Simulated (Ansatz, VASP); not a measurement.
One calculation of Ca, two programs

```
CELL_PARAMETERS angstrom
-2.20520 2.20520 2.30592
2.20520 -2.20520 2.30592
2.20520 2.20520 -2.30592
ATOMIC_POSITIONS crystal
Ca 0.50000 0.50000 0.00000
```

Change from the starting cell: strain +0.000 along x and y, +0.050 along z, atoms carried along.

Alike in both runs: task single point; functional PBE; k mesh 16 × 16 × 16; occupations gaussian, width 0.15 eV; no spin polarisation.

|  | VASP | Ansatz |
| --- | --- | --- |
| version | VASP 6.6.1 | Ansatz 0.2.0 |
| potentials or method | VASP PAW PBE potentials, release 64 (Ca_sv) | scalar-relativistic, plane waves, PAW |
| plane-wave cutoff (eV) | 520 | 420 |
| valence electrons in the cell | 10 | 10 |

Ansatz gave:

| Item | Value |
| --- | --- |
| gap on the k mesh at the Fermi level (eV) | none |
| pressure (GPa) | -1.0 |
| largest component of the traceless stress (GPa) | 0.06 |

Q: Estimate VASP's values.

A: gap on the k mesh at the Fermi level (eV): none; pressure (GPa): -0.9; largest component of the traceless stress (GPa): 0.06.

A gap of «none» marks a metal or a gap that the smearing closes.
